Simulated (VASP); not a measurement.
## SnO2 (Cassiterite): relaxation of cell and atoms with PBEsol

Crystal: SnO2 (Cassiterite).

```
CELL_PARAMETERS angstrom
4.73800 0.00000 0.00000
0.00000 4.73800 0.00000
0.00000 0.00000 3.18650
ATOMIC_POSITIONS crystal
Sn 0.00000 0.00000 0.00000
Sn 0.50000 0.50000 0.50000
O 0.30710 0.30710 0.00000
O 0.19290 0.80710 0.50000
O 0.69290 0.69290 0.00000
O 0.80710 0.19290 0.50000
```

* Program: VASP 6.6.1
* Task: relaxation of cell and atoms
* Functional: PBEsol
* Potentials or basis: VASP PAW PBE potentials, release 64 (Sn_d, O)
* Cutoff: 600 eV
* k mesh: 6 × 6 × 8
* Occupations: gaussian, width 0.03 eV
* Spin: no spin polarisation
* Further INCAR settings: ALGO = Normal; EDIFF = 1e-06; IBRION = 2; EDIFFG = -0.01; NSW = 90; ISIF = 3

* Relaxed volume: 12.20 Å³/atom
* Relaxed cell: a = 4.771 Å, b = 4.771 Å, c = 3.217 Å, α = 90.00°, β = 90.00°, γ = 90.00°
* Space group after relaxing (to 0.05 Å): P4_2/mnm (No. 136)
* Energy gained by relaxing: 5.0 meV/atom
* Ionic steps: 5
* Pressure after relaxing: 0.0 GPa
* Largest force after relaxing: 0.008 eV/Å
* Band gap on the k mesh: 0.89 eV, direct

Forces in eV/Å, atoms in the order of the input:
```
Sn   0.000  0.000  0.000
Sn   0.000  0.000  0.000
O   -0.006 -0.006  0.000
O    0.006 -0.006  0.000
O    0.006  0.006  0.000
O   -0.006  0.006  0.000
```

Step by step:
| step | energy change (eV) | largest force (eV/Å) | pressure (GPa) | volume (Å³) |
| --- | --- | --- | --- | --- |
| 1 | 0.0000 | 0.2277 | 5.24 | 71.53 |
| 2 | 0.0238 | 0.2179 | -6.26 | 75.64 |
| 3 | -0.0302 | 0.0171 | -0.05 | 73.24 |
| 4 | -0.0302 | 0.0212 | 0.10 | 73.21 |
| 5 | -0.0302 | 0.0080 | 0.05 | 73.21 |

Final structure:
```
Sn O
1.0
     4.77064    0.00000    0.00000
     0.00000    4.77064    0.00000
     0.00000    0.00000    3.21664
Sn O
2 4
Cartesian
  4.7706 0.0000 3.2166
  2.3853 2.3853 1.6083
  1.4613 1.4613 0.0000
  0.9241 3.8466 1.6083
  3.3094 3.3094 0.0000
  3.8466 0.9241 1.6083
```

Levels at points of the mesh, in eV from the valence-band top:
```
           k point  band 24  band 25  band 26  band 27  band 28  band 29
(0.00, 0.00, 0.00)    -0.78    -0.78     0.00     0.89     5.82     6.02
(0.50, 0.00, 0.00)    -1.23    -0.63    -0.63     4.11     4.11     6.78
(0.50, 0.50, 0.00)    -1.35    -0.89    -0.89     4.50     4.50     7.21
(0.00, 0.00, 0.50)    -1.64    -1.24    -1.24     5.84     5.84     9.42
(0.50, 0.00, 0.50)    -1.08    -0.73    -0.73     6.12     6.12     7.72
(0.50, 0.50, 0.50)    -0.96    -0.82    -0.82     4.53     4.53     8.60
```

It took 110 s on 4 MPI ranks on Intel(R) Xeon(R) Platinum 8488C (Sapphire Rapids), on a shared host, peak memory 0.27 GiB a rank.

Caveat: the PAW data sets were made with another functional, which shifts forces and pressure a little; spin-orbit coupling is left out, which moves the levels of the heavy elements. Zero-point motion and thermal expansion aren't in these numbers.
